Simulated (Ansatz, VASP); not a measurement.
# One calculation of AlN, two programs

Contents of INCAR:

```
  ALGO = Normal
  EDIFF = 1E-7
  ENCUT = 520
  ISIF = 2
  ISMEAR = 0
  LASPH = T
  LCHARG = F
  LREAL = F
  LWAVE = F
  NBANDS = 11
  NELM = 100
  PREC = Accurate
  SIGMA = 0.01
```

File KPOINTS:

```
k-points
0
Gamma
  8 8 8
```

Contents of POSCAR:

```
AlN
1.0
    0.0000000000      2.1711430940      2.1711430940
    2.1711430940      0.0000000000      2.1711430940
    2.1711430940      2.1711430940      0.0000000000
Al N
1 1
Direct
    0.0000000000      0.0000000000      0.0000000000
    0.2500000000      0.2500000000      0.2500000000
```

Input for Ansatz:

```yaml
crystal:
  lattice:
    - [0.0, 2.17114309398, 2.17114309398]
    - [2.17114309398, 0.0, 2.17114309398]
    - [2.17114309398, 2.17114309398, 0.0]
  atoms:
    - { symbol: Al, position: [0.0, 0.0, 0.0] }
    - { symbol: "N", position: [0.25, 0.25, 0.25] }
kpoints:
  mp_grid: { grid: [8, 8, 8] }
scf:
  occupations: { method: fixed }
hamiltonian:
  xc: lda
  pseudopotentials: { kind: all_electron, lapw: { basis_error: 0.001 } }
output:
  forces: true
  stress: true
  eigenvalues: true
  eigenstates:
    nscf_kmesh: { grid: [16, 16, 16] }
    de_dk: true
    e_range: [-9, 13.25238572546]
  optics:
    e_range: [0, 30]
    de: 0.2
    sigma: 0.25
    bands: { spectra_wanted_up_to: 30 }
    nscf_kmesh: { grid: [16, 16, 16] }
checkpoint:
  write: ck
  write_wavefunctions: false
```

Measurements of this composition are mostly on another form, of space group No. 186.

Alike in both runs: task single point; functional LDA; k mesh 8 × 8 × 8; no spin polarisation.

```csv
,VASP,Ansatz
version,VASP 6.6.1,Ansatz 0.2.0
potentials or method,"VASP PAW LDA potentials, release 64 (Al, N)","all-electron LAPW, scalar-relativistic"
plane-wave cutoff (eV),520,see its input
occupations,"gaussian, width 0.01 eV",fixed
```

VASP gave:

```
gap on the k mesh at the Fermi level (eV) : 3.23
pressure (GPa)                            : 0.6
```

Question: Which values does Ansatz return?

Answer: gap on the k mesh at the Fermi level (eV): 3.24; pressure (GPa): 0.0.

Ansatz ran all-electron here, so the differences hold the error of VASP's frozen core and of both bases.

A k mesh can miss the band edges. Expect the measured gap to be larger: semilocal functionals such as LDA lack the derivative discontinuity.
